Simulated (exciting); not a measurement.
Runs of exciting (release sodium) on GaN. It takes space group F-43m (No. 216, cubic). The conventional cell has a = 4.507 Å, b = 4.507 Å, c = 4.507 Å, α = 90.00°, β = 90.00°, γ = 90.00°. Around Ga (site symmetry -43m) lie 4 N at 1.95 Å. N (site symmetry -43m) is surrounded by 4 Ga at 1.95 Å. The cell is a database's computed one.

| task | level | spin | cell | k mesh | smearing | k point of the masses | reducebf | nempty | epsengy | maxscl | rgkmax | other keys | gap on the mesh (eV) | moment (μB) |
| --- | --- | --- | --- | --- | --- | --- | --- | --- | --- | --- | --- | --- | --- | --- |
| effective masses | LDA-vBH | collinear, ferromagnetic start | as given | 7 × 7 × 7 | fermi-dirac 0.05 eV | [0.5, 0.25, 0.75] | 0.5 | 20 | 1e-05 Ha | 90 | 6.5 | radialgridtype = expocubic; beta0 = 0.1; mixer = pulay | 1.74 | 0.00 |
| single point | LDA-PZ | off | volume scaled by 0.96 | 10 × 10 × 10 | gaussian 0.0272 eV | - | - | 10 | 1e-05 Ha | 60 | 7.5 | - | 2.00 | - |
| single point | LDA | collinear, ferromagnetic start | as given | 7 × 7 × 7 | fermi-dirac 0.01 eV | - | 0.5 | 20 | 1e-05 Ha | 90 | 7.5 | - | 1.74 | 0.00 |
| band structure | B86bPBE+TS | off | as given | 10 × 10 × 10 | gaussian 0.0272 eV | - | - | 10 | 1e-07 Ha | 60 | 6.5 | vkloff = 0.25 0.25 0.25; epsengy = 1e-07 | (a) | - |

Alike in all rows: potentials or basis all-electron LAPW+lo, shipped species files, valence relativity iora*.

Task: Estimate the missing entries.

Result: (a) 1.83.

Caveats: the masses are finite differences along the axes, which mix bands that are degenerate at the k point (some runs); the dispersion energy is computed afterwards and isn't part of the total energy (some runs); the mesh misses the band edges, which the band path finds closer together (some runs).

A k mesh can miss the band edges, and the runs leave out spin-orbit coupling on Ga.
